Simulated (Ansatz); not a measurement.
# Ta2C (P-3m1) in Ansatz: a series of runs

The runs below take Ta2C through band structure, single point, equation of state, with r2SCAN.

All numbers are computed with Ansatz 0.2.0; they aren't measurements. Logs are shortened: lines on timing, memory, paths and dates and some standing lists are left out, and cuts for length are marked.

## 1. The crystal as given

It takes space group P-3m1 (No. 164, trigonal). Conventional cell: a = 3.106 Å, b = 3.106 Å, c = 4.946 Å, α = 90.00°, β = 90.00°, γ = 120.00°. Around Ta (site symmetry 3m) lie 3 C at 2.18 Å. C (site symmetry -3m) is surrounded by 6 Ta at 2.18 Å.

## 2. Band structure, r2SCAN

The input, input.yaml:

```yaml
crystal:
  lattice:
    - [3.1059, 0.0, 0.0]
    - [-1.55295, 2.6897883016, 0.0]
    - [0.0, 0.0, 4.9464]
  atoms:
    - { symbol: Ta, position: [0.6666666667, 0.3333333333, 0.74799] }
    - { symbol: Ta, position: [0.3333333333, 0.6666666667, 0.25201] }
    - { symbol: C, position: [0.0, 0.0, 0.0] }
hamiltonian:
  xc: r2scan
  pseudopotentials: { kind: paw }
kpoints:
  mp_grid: { grid: [10, 10, 6] }
  band_path:
    path:
      - [[0.0, 0.0, 0.0], [0.5, 0.0, 0.0], [0.3333333333, 0.3333333333, 0.0], [0.0, 0.0, 0.0], [0.0, 0.0, 0.5], [0.5, 0.0, 0.5], [0.3333333333, 0.3333333333, 0.5], [0.0, 0.0, 0.5]]
      - [[0.5, 0.0, 0.5], [0.5, 0.0, 0.0]]
      - [[0.3333333333, 0.3333333333, 0.0], [0.3333333333, 0.3333333333, 0.5]]
    npoints: 14
scf:
  occupations: { method: fermi_dirac, width: 0.05 }
  n_extra_bands: 7
output:
  forces: true
  stress: true
  eigenvalues: true
  fatbands: false
  write_density: true
  write_potential: true
  elf: true
  volumetric_format: npy
```

Potentials or basis: Ansatz PAW.

On the command line:

```
$ ansatz run input.yaml --threads 2 --pin off --max-ram 5632MiB --backend cpu --events-out ev --progress --plain --runs-dir out
```

What it wrote:

```text
Warning: RAYON_NUM_THREADS=2 ignored (pool sized by the plan → 2); use --threads N
scf.n_extra_bands = 7 over 15 filled bands (N_el = 30.0): the run solves 22 bands
Engine: ansatz 0.2.0, x86_64-unknown-linux-gnu
Pseudopotentials: kind: paw
Pseudopotential: Ta, paw, valence charge 13, recommended cutoff 500 eV (meta_gga), Ta.paw.azcp
Pseudopotential: C, paw, valence charge 4, recommended cutoff 500 eV (meta_gga), C.paw.azcp
Functional definition: r2SCAN
  parameter k0 = 0.174
  parameter k1 = 0.065
  parameter a1 = 4.9479
  exchange = r2scan_x(k0 = k0, k1 = k1, a1 = a1)
  correlation = r2scan_c
Crystal: 3 atoms, lattice volume = 41.323 Å³
Basis set: ecut = 500 eV, 1087 PW (Γ), exchange–correlation on 96×96×160 points (64 copies of the dense FFT grid, shifted against one another)
Bands: 22, of which v1, the nominal top of the filled ones, is band 15 counted from 1 (14 counted from 0)
Symmetry: 12 space group operations
Space group: P-3m1 (ITA 164), of the structure as read, at distance tolerance 3.5e-5 Å
k-points: 72 of 600
Non-local potential: Ta, projectors of the file, l = 0: 3, l = 1: 2, l = 2: 2, l = 3: 1
Non-local potential: C, projectors of the file, l = 0: 2, l = 1: 2, l = 2: 1
PAW form: soft (Blöchl's): semilocal exchange-correlation on the pseudo side does not see the compensation charge
PAW frozen core: Ta, regenerated for the run's functional (the file was generated under x = pbe(κ = 0.804, μ = 0.2195149727645171), c = pbe(β = 0.06672455060314922))
PAW frozen core: C, regenerated for the run's functional (the file was generated under x = pbe(κ = 0.804, μ = 0.2195149727645171), c = pbe(β = 0.06672455060314922))
PAW one-centre angular grid: Ta, 590 points (default); XC on 160 Gauss nodes
PAW one-centre angular grid: C, 302 points (default); XC on 239 of its mesh's 2573 points in the sphere
Initial density: superposition of atomic densities (neutral atoms: chi_scale 0, normalization atom), corrected by the library's trained network
Initial wavefunctions: pseudopotential atomic-orbital guess
Functional: x = r2scan, c = r2scan; τ floored in thin density (d = 2e-4 eV/Å³)
SCF iter   1: F=—  HF=-20142.335959 eV  |F-HF|=—  |Δ(HF+E_count)|=         —  Δρ=9.26e-3  dr2=2.45e-2  dr2_τ=1.86e-1  ethr=1.77e-3  ⟨swp⟩=6.0  Hψ=7676  notcnv=0  defer=9
preconditioner: auto → Kerker (q_TF=auto, 2.586 Å⁻¹)  [metal: Δε(μ)=0.015 eV  Ē_g=9.034 eV  σ=0.050 eV  W_gap=0.08  n_scr=10 (ndim 8)  ℏωp=21.6 eV  f_vac=0.000  D(μ)=1.04/eV (n_scr^D=2)]
SCF iter   2: F=—  HF=-20142.394915 eV  |F-HF|=—  |Δ(HF+E_count)|=   5.90e-2  Δρ=6.45e-3  dr2=1.21e-2  dr2_τ=7.67e-4  ethr=8.17e-5  ⟨swp⟩=2.0  Hψ=3064  notcnv=0  defer=104
SCF iter   3: F=—  HF=-20142.396734 eV  |F-HF|=—  |Δ(HF+E_count)|=   1.82e-3  Δρ=1.68e-3  dr2=2.01e-3  dr2_τ=1.20e-4  ethr=4.04e-5  ⟨swp⟩=2.0  Hψ=2364  notcnv=0  defer=104
SCF iter   4: F=—  HF=-20142.396391 eV  |F-HF|=—  |Δ(HF+E_count)|=   3.43e-4  Δρ=4.99e-4  dr2=1.69e-4  dr2_τ=2.83e-5  ethr=6.70e-6  ⟨swp⟩=2.0  Hψ=1924  notcnv=0  defer=104
SCF iter   5: F=—  HF=-20142.396375 eV  |F-HF|=—  |Δ(HF+E_count)|=   1.58e-5  Δρ=1.54e-4  dr2=2.34e-5  dr2_τ=1.22e-6  ethr=5.63e-7  ⟨swp⟩=2.0  Hψ=1986  notcnv=0  defer=104
SCF iter   6: F=—  HF=-20142.396368 eV  |F-HF|=—  |Δ(HF+E_count)|=   7.12e-6  Δρ=3.61e-5  dr2=1.46e-6  dr2_τ=4.74e-8  ethr=7.79e-8  ⟨swp⟩=2.0  Hψ=1762  notcnv=0  defer=104
SCF iter   7: F=-20142.396368 eV  HF=-20142.396368 eV  |F-HF|=3.83e-8  |Δ(HF+E_count)|=   2.47e-7  Δρ=7.50e-6  dr2=5.30e-8  dr2_τ=1.18e-9  ethr=3.33e-10  ⟨swp⟩=12.9  Hψ=11012  notcnv=0
SCF 1 converged in 7 iterations: F = -20142.396368 eV  dr2 = 5.30e-8
NSCF: frozen V_eff on 129 k-points
SCF converged after 7 iterations
Free energy (F): -20142.396368 eV
Harris-Foulkes:  -20142.396368 eV  (|F-HF|=3.83e-8)
Internal energy: -20142.388439 eV  (E = F + TS)
E sigma→0 (E₀):  -20142.392403 eV
Entropy (-TS):   -0.007928 eV (-2.643 meV/atom)
Fermi energy:    18.563324 eV
--- Per-component energies (eV) ---
  E_band       = -219.283301
  E_kinetic    = 823.813087
  E_local      = -1189.123466  (includes V_loc(G=0)·N_el)
  E_nonlocal   = 54.804341
  E_hartree    = 412.188537
  E_xc         = -457.795081
  E_vxc        = -511.067745  (∫ρ·V_xc dr)
  E_paw        = -16946.657145  (= ΣΔE_a)
  E_vpaw       = -247.603552  (= ΣTr[D̂ρ^β])
  E_aug_tail   = 0.000160  (compensation charges beyond the density's cutoff)
  E_vtau       = 25.517867  (kinetic-family band-sum trace: ∫τ·v_τ [+ j·A + Jᵃ·Aᵃ] dr)
  E_ewald      = -2838.081539
  E_core_change = -1.537334  (= ΣΔE_core)
  E_smearing   = -0.007928  (= −TS)
  E_closure    = -0.000000  (closes the sum)
  Σ components = -20142.396368   (vs F -20142.396368, Δ=0.00e0)
--- Forces (eV/Å), atoms counted from 1 ---
  atom   1  Ta     0.00000000    -0.00000000    -0.24849990
  atom   2  Ta     0.00000000     0.00000000     0.24849990
  atom   3  C     -0.00000000    -0.00000000     0.00000000
  max |Σ_I F_I| component: 2.78e-17 eV/Å
--- Stress (GPa, compression-positive) ---
        1.395036       0.000000       0.000000
        0.000000       1.395036      -0.000000
        0.000000      -0.000000       0.418943
  P = ⅓ Tr σ = 1.0697 GPa (10.697 kbar)
--- Band table (eV; the first three rows and the last of 72) ---
  k-point 0: bands = ["-51.2837", "-51.2101", "-17.6322", "-16.9138", "-16.9138", "-16.8011", "-16.8011", "-16.7191", "4.6247", "11.3128", "14.6384", "14.6384", "15.0362", "18.5296", "19.0636", "19.0636", "19.7137", "19.7137", "21.0320", "21.0320", "21.4400", "26.1312"]
  k-point 1: bands = ["-51.2788", "-51.2151", "-17.5751", "-16.9064", "-16.9064", "-16.8086", "-16.8086", "-16.7840", "4.7353", "11.0888", "14.5696", "14.5696", "15.2650", "18.1890", "18.8401", "18.8401", "19.9797", "19.9797", "21.4481", "21.4481", "21.8681", "25.3269"]
  k-point 2: bands = ["-51.2654", "-51.2286", "-17.4173", "-16.9573", "-16.8862", "-16.8862", "-16.8289", "-16.8289", "4.9744", "10.6455", "14.4451", "14.4451", "15.8554", "17.4726", "18.4589", "18.4589", "20.8167", "20.8167", "22.0561", "22.0561", "22.6165", "24.3102"]
  k-point 71: bands = ["-51.2031", "-51.2030", "-17.4705", "-17.4568", "-17.2871", "-17.2529", "-16.8807", "-16.8798", "6.5261", "12.3248", "12.6491", "14.0092", "16.8418", "17.0801", "17.1657", "19.6531", "20.5170", "21.8273", "23.3954", "24.1157", "25.7087", "26.2866"]
```

Run time: 5.2 s. Hardware: 2 threads of AMD EPYC 7R43 (Zen 3), shared host; peak memory 0.52 GiB.

What came out:

```yaml
Free_energy: -20142.3964 eV
Pressure: 1.1 GPa
Largest_force: 0.248 eV/Å
Band_gap_on_the_k_mesh: none (metal or under the smearing width)
```

Forces in eV/Å, atoms in the order of the input:
```
Ta   0.000  0.000 -0.248
Ta   0.000  0.000  0.248
C    0.000  0.000  0.000
```

Stress tensor (GPa, compression positive):
```
1.40 0.00 0.00
0.00 1.40 0.00
0.00 0.00 0.42
```

Levels at the corners of the path, in eV from the Fermi level:
| point | band 13 | band 14 | band 15 | band 16 | band 17 | band 18 |
| --- | --- | --- | --- | --- | --- | --- |
| Γ | -3.53 | -0.03 | 0.50 | 0.50 | 1.15 | 1.15 |
| M | -3.91 | -2.13 | -0.50 | 3.38 | 3.55 | 4.65 |
| K | -2.76 | -2.06 | -2.06 | 2.68 | 2.68 | 3.81 |
| Γ | -3.53 | -0.03 | 0.50 | 0.50 | 1.15 | 1.15 |
| A | -1.95 | -1.89 | -0.26 | -0.26 | 2.95 | 2.95 |
| L | -2.69 | -1.53 | -1.24 | 1.51 | 1.53 | 4.45 |
| H | -1.74 | -1.42 | -1.42 | 1.35 | 2.41 | 2.41 |
| A | -1.95 | -1.89 | -0.26 | -0.26 | 2.95 | 2.95 |
| L | -2.69 | -1.53 | -1.24 | 1.51 | 1.53 | 4.45 |
| M | -3.91 | -2.13 | -0.50 | 3.38 | 3.55 | 4.65 |
| K | -2.76 | -2.06 | -2.06 | 2.68 | 2.68 | 3.81 |
| H | -1.74 | -1.42 | -1.42 | 1.35 | 2.41 | 2.41 |

Caveat: spin-orbit coupling is left out, which moves the levels of the heavy elements; the PAW data sets come from PBE, with cores solved anew for the run's functional, which leaves a small shift of forces and pressure.

## 3. Single point, r2SCAN, 12.95 Å³/atom (volume scaled by 0.94)

The input, input.yaml:

```yaml
crystal:
  lattice:
    - [3.0424964951, 0.0, 0.0]
    - [-1.5212482475, 2.6348792556, 0.0]
    - [0.0, 0.0, 4.8454247282]
  atoms:
    - { symbol: Ta, position: [0.6666666667, 0.3333333333, 0.74799] }
    - { symbol: Ta, position: [0.3333333333, 0.6666666667, 0.25201] }
    - { symbol: C, position: [0.0, 0.0, 0.0] }
hamiltonian:
  xc: r2scan
  pseudopotentials: { kind: paw }
kpoints:
  mp_grid: { grid: [10, 10, 6] }
scf:
  occupations: { method: fermi_dirac, width: 0.05 }
output:
  forces: true
  stress: true
  eigenvalues: true
  write_density: true
  write_potential: true
  elf: true
  volumetric_format: npy
```

Potentials or basis: Ansatz PAW.

On the command line:

```
$ ansatz run input.yaml --threads 2 --pin off --max-ram 5632MiB --backend cpu --events-out ev --progress --plain --runs-dir out
```

What it wrote:

```text
Warning: RAYON_NUM_THREADS=2 ignored (pool sized by the plan → 2); use --threads N
[... 10 set-up lines as earlier in the session ...]
Crystal: 3 atoms, lattice volume = 38.844 Å³
Basis set: ecut = 500 eV, 989 PW (Γ), exchange–correlation on 96×96×144 points (64 copies of the dense FFT grid, shifted against one another)
Bands: 19, of which v1, the nominal top of the filled ones, is band 15 counted from 1 (14 counted from 0)
[... 1 set-up line as earlier in the session ...]
Space group: P-3m1 (ITA 164), of the structure as read, at distance tolerance 3.4e-5 Å
k-points: 72 of 600
[... 6 set-up lines as earlier in the session ...]
[... 18 lines left out ...]
Internal energy: -20142.221572 eV  (E = F + TS)
E sigma→0 (E₀):  -20142.225372 eV
Entropy (-TS):   -0.007600 eV (-2.533 meV/atom)
Fermi energy:    19.825929 eV
--- Per-component energies (eV) ---
  E_band       = -179.919687
  E_kinetic    = 831.567744
  E_local      = -1116.910300  (includes V_loc(G=0)·N_el)
  E_nonlocal   = 56.581875
  E_hartree    = 393.406929
  E_xc         = -460.265998
  E_vxc        = -514.629621  (∫ρ·V_xc dr)
  E_paw        = -16947.839475  (= ΣΔE_a)
  E_vpaw       = -249.063855  (= ΣTr[D̂ρ^β])
  E_aug_tail   = 0.000166  (compensation charges beyond the density's cutoff)
  E_vtau       = 25.721223  (kinetic-family band-sum trace: ∫τ·v_τ [+ j·A + Jᵃ·Aᵃ] dr)
  E_ewald      = -2897.225179
  E_core_change = -1.537334  (= ΣΔE_core)
  E_smearing   = -0.007600  (= −TS)
  E_closure    = -0.000000  (closes the sum)
  Σ components = -20142.229172   (vs F -20142.229172, Δ=0.00e0)
--- Forces (eV/Å), atoms counted from 1 ---
  atom   1  Ta    -0.00000000    -0.00000000    -0.84323149
  atom   2  Ta     0.00000000     0.00000000     0.84323149
  atom   3  C     -0.00000000     0.00000000    -0.00000000
  max |Σ_I F_I| component: 2.22e-16 eV/Å
--- Stress (GPa, compression-positive) ---
       21.708014       0.000000       0.000000
        0.000000      21.708014      -0.000000
        0.000000      -0.000000      21.330342
  P = ⅓ Tr σ = 21.5821 GPa (215.821 kbar)
--- Band table (eV; the first three rows and the last of 72) ---
  k-point 0: bands = ["-49.7817", "-49.6833", "-16.3099", "-15.3999", "-15.3999", "-15.2635", "-15.2635", "-15.1756", "5.6413", "12.2629", "15.6915", "15.6915", "16.4602", "19.7837", "20.3750", "20.3750", "21.0761", "21.0761", "22.4885"]
  k-point 1: bands = ["-49.7751", "-49.6900", "-16.2399", "-15.3909", "-15.3909", "-15.2726", "-15.2726", "-15.2571", "5.7709", "12.0650", "15.6165", "15.6165", "16.6323", "19.4227", "20.1241", "20.1241", "21.3727", "21.3727", "22.9475"]
  k-point 2: bands = ["-49.7573", "-49.7081", "-16.0462", "-15.4736", "-15.3666", "-15.3666", "-15.2971", "-15.2971", "6.0528", "11.6492", "15.4810", "15.4810", "17.1251", "18.6838", "19.7083", "19.7083", "22.2858", "22.2858", "23.6259"]
  k-point 71: bands = ["-49.6736", "-49.6736", "-16.1000", "-16.0816", "-15.8730", "-15.8257", "-15.3685", "-15.3671", "7.6270", "13.3611", "13.6588", "15.1352", "18.0174", "18.3576", "18.4446", "20.9843", "21.9379", "23.3489", "25.0901"]
```

v_z.tsv:

```text
# z_ang	v_es[eV]	v_tot[eV]
# format = ansatz-planar-average/11
# xc	r2scan
# density_cutoff_ev	2000
# datasets	Ta=:simpson_from_first_knot:soft:shift=0	C=:simpson_from_first_knot:soft:shift=0
# lattice	3.042496495	-0.000000000	0.000000000
# lattice	-1.521248248	2.634879256	0.000000000
# lattice	0.000000000	0.000000000	4.845424728
# sites	3
# site	73	1.521248248	0.878293085	3.624329242
# site	73	0.000000000	1.756586170	1.221095486
# site	6	0.000000000	0.000000000	0.000000000
0.000000	8.473490e0	-5.481297e0
0.134595	8.728633e0	-5.297337e0
0.269190	9.188993e0	-4.970808e0
0.403785	9.405734e0	-5.008053e0
0.538381	8.991390e0	-5.803390e0
0.672976	7.522588e0	-7.733635e0
[... 28 lines left out ...]
4.576234	9.188993e0	-4.970808e0
4.710830	8.728633e0	-5.297337e0
```

Run time: 3.5 s. Hardware: 2 threads of AMD EPYC 7R43 (Zen 3), shared host; peak memory 0.49 GiB.

What came out:

* Free energy: -20142.2292 eV
* Pressure: 21.6 GPa
* Largest force: 0.843 eV/Å
* Band gap on the k mesh: none (metal or under the smearing width)

Caveat: the PAW data sets come from PBE, with cores solved anew for the run's functional, which leaves a small shift of forces and pressure.

## 4. Single point, r2SCAN, 13.22 Å³/atom (volume scaled by 0.96)

Changes to input.yaml since step 3:

```diff
@@ -2,5 +2,5 @@
   lattice:
-    - [3.0424964951, 0.0, 0.0]
-    - [-1.5212482475, 2.6348792556, 0.0]
-    - [0.0, 0.0, 4.8454247282]
+    - [3.0639232327, 0.0, 0.0]
+    - [-1.5319616163, 2.6534353547, 0.0]
+    - [0.0, 0.0, 4.8795485618]
   atoms:
@@ -20,5 +20 @@
   eigenvalues: true
-  write_density: true
-  write_potential: true
-  elf: true
-  volumetric_format: npy
```

On the command line:

```
$ ansatz run input.yaml --threads 2 --pin off --max-ram 5632MiB --backend cpu --events-out ev --progress --plain --runs-dir out
```

It took 3.5 s on 2 threads of AMD EPYC 7R43 (Zen 3), shared host; peak memory 0.49 GiB.

It converged, with:

```yaml
Free_energy: -20142.3207 eV
Pressure: 14.0 GPa
Largest_force: 0.629 eV/Å
Band_gap_on_the_k_mesh: none (metal or under the smearing width)
```

Caveat: the PAW data sets come from PBE, with cores solved anew for the run's functional, which leaves a small shift of forces and pressure.

## 5. Single point, r2SCAN, 13.50 Å³/atom (volume scaled by 0.98)

Changes to input.yaml since step 4:

```diff
@@ -2,5 +2,5 @@
   lattice:
-    - [3.0639232327, 0.0, 0.0]
-    - [-1.5319616163, 2.6534353547, 0.0]
-    - [0.0, 0.0, 4.8795485618]
+    - [3.0850544055, 0.0, 0.0]
+    - [-1.5425272027, 2.6717354872, 0.0]
+    - [0.0, 0.0, 4.9132016843]
   atoms:
```

On the command line:

```
$ ansatz run input.yaml --threads 2 --pin off --max-ram 5632MiB --backend cpu --events-out ev --progress --plain --runs-dir out
```

Wall time 3.1 s (2 threads of AMD EPYC 7R43 (Zen 3), shared host); peak memory 0.51 GiB.

It converged, with:

| Quantity | Value |
| --- | --- |
| Free energy | -20142.3752 eV |
| Pressure | 7.2 GPa |
| Largest force | 0.431 eV/Å |
| Band gap on the k mesh | none (metal or under the smearing width) |

Caveat: the PAW data sets come from PBE, with cores solved anew for the run's functional, which leaves a small shift of forces and pressure.

## 6. Single point, r2SCAN, 13.77 Å³/atom

Changes to input.yaml since step 5:

```diff
@@ -2,5 +2,5 @@
   lattice:
-    - [3.0850544055, 0.0, 0.0]
-    - [-1.5425272027, 2.6717354872, 0.0]
-    - [0.0, 0.0, 4.9132016843]
+    - [3.1059, 0.0, 0.0]
+    - [-1.55295, 2.6897883016, 0.0]
+    - [0.0, 0.0, 4.9464]
   atoms:
@@ -20 +20,5 @@
   eigenvalues: true
+  write_density: true
+  write_potential: true
+  elf: true
+  volumetric_format: npy
```

Potentials or basis: Ansatz PAW.

On the command line:

```
$ ansatz run input.yaml --threads 2 --pin off --max-ram 5632MiB --backend cpu --events-out ev --progress --plain --runs-dir out
```

Wall time 3.8 s (2 threads of AMD EPYC 7R43 (Zen 3), shared host); peak memory 0.51 GiB.

It converged, with:

```
Free energy            : -20142.3964 eV
Pressure               : 1.1 GPa
Largest force          : 0.248 eV/Å
Band gap on the k mesh : none (metal or under the smearing width)
```

Caveat: the PAW data sets come from PBE, with cores solved anew for the run's functional, which leaves a small shift of forces and pressure.

## 7. Single point, r2SCAN, 14.05 Å³/atom (volume scaled by 1.02)

Changes to input.yaml since step 6:

```diff
@@ -2,5 +2,5 @@
   lattice:
-    - [3.1059, 0.0, 0.0]
-    - [-1.55295, 2.6897883016, 0.0]
-    - [0.0, 0.0, 4.9464]
+    - [3.1264694736, 0.0, 0.0]
+    - [-1.5632347368, 2.7076019883, 0.0]
+    - [0.0, 0.0, 4.9791585706]
   atoms:
@@ -20,5 +20 @@
   eigenvalues: true
-  write_density: true
-  write_potential: true
-  elf: true
-  volumetric_format: npy
```

On the command line:

```
$ ansatz run input.yaml --threads 2 --pin off --max-ram 5632MiB --backend cpu --events-out ev --progress --plain --runs-dir out
```

It took 2.8 s on 2 threads of AMD EPYC 7R43 (Zen 3), shared host; peak memory 0.52 GiB.

The run converged. Its results:

| Item | Value |
| --- | --- |
| Free energy | -20142.3873 eV |
| Pressure | -4.5 GPa |
| Largest force | 0.079 eV/Å |
| Band gap on the k mesh | none (metal or under the smearing width) |

Caveat: the PAW data sets come from PBE, with cores solved anew for the run's functional, which leaves a small shift of forces and pressure.

## 8. Single point, r2SCAN, 14.33 Å³/atom (volume scaled by 1.04)

Changes to input.yaml since step 7:

```diff
@@ -2,5 +2,5 @@
   lattice:
-    - [3.1264694736, 0.0, 0.0]
-    - [-1.5632347368, 2.7076019883, 0.0]
-    - [0.0, 0.0, 4.9791585706]
+    - [3.1467717923, 0.0, 0.0]
+    - [-1.5733858962, 2.7251843121, 0.0]
+    - [0.0, 0.0, 5.0114916751]
   atoms:
@@ -20 +20,5 @@
   eigenvalues: true
+  write_density: true
+  write_potential: true
+  elf: true
+  volumetric_format: npy
```

On the command line:

```
$ ansatz run input.yaml --threads 2 --pin off --max-ram 5632MiB --backend cpu --events-out ev --progress --plain --runs-dir out
```

Wall time 3.5 s (2 threads of AMD EPYC 7R43 (Zen 3), shared host); peak memory 0.51 GiB.

Results (log left out):

```
Free energy            : -20142.3510 eV
Pressure               : -9.5 GPa
Largest force          : 0.077 eV/Å
Band gap on the k mesh : none (metal or under the smearing width)
```

Caveat: the PAW data sets come from PBE, with cores solved anew for the run's functional, which leaves a small shift of forces and pressure.

## 9. Single point, r2SCAN, 14.60 Å³/atom (volume scaled by 1.06)

Changes to input.yaml since step 8:

```diff
@@ -2,5 +2,5 @@
   lattice:
-    - [3.1467717923, 0.0, 0.0]
-    - [-1.5733858962, 2.7251843121, 0.0]
-    - [0.0, 0.0, 5.0114916751]
+    - [3.1668154652, 0.0, 0.0]
+    - [-1.5834077326, 2.7425426419, 0.0]
+    - [0.0, 0.0, 5.0434128648]
   atoms:
@@ -20,5 +20 @@
   eigenvalues: true
-  write_density: true
-  write_potential: true
-  elf: true
-  volumetric_format: npy
```

Potentials or basis: Ansatz PAW.

On the command line:

```
$ ansatz run input.yaml --threads 2 --pin off --max-ram 5632MiB --backend cpu --events-out ev --progress --plain --runs-dir out
```

Run time: 3.4 s. Hardware: 2 threads of AMD EPYC 7R43 (Zen 3), shared host; peak memory 0.5 GiB.

The run converged. Its results:

| Item | Value |
| --- | --- |
| Free energy | -20142.2900 eV |
| Pressure | -14.0 GPa |
| Largest force | 0.222 eV/Å |
| Band gap on the k mesh | none (metal or under the smearing width) |

Caveat: the PAW data sets come from PBE, with cores solved anew for the run's functional, which leaves a small shift of forces and pressure.

## 10. Equation of state, r2SCAN

No new run: the results of the series are fitted here.

What came out:

- Equilibrium volume: 13.83 Å³/atom
- Bulk modulus at fixed shape and positions: 288 GPa
- Pressure derivative of the bulk modulus: 4.1

Energy against volume, from the lowest point:
```
volume (Å³/atom)  energy (meV/atom)
          12.948              55.73
          13.223              25.22
          13.499               7.04
          13.774               0.00
          14.050               3.02
          14.325              15.13
          14.601              35.44
```

Caveat: the cell was scaled at fixed shape and fractional positions, which overstates the stiffness of a crystal with free parameters, most of all of layers and chains; the PAW data sets were made with another functional, which shifts forces and pressure a little.
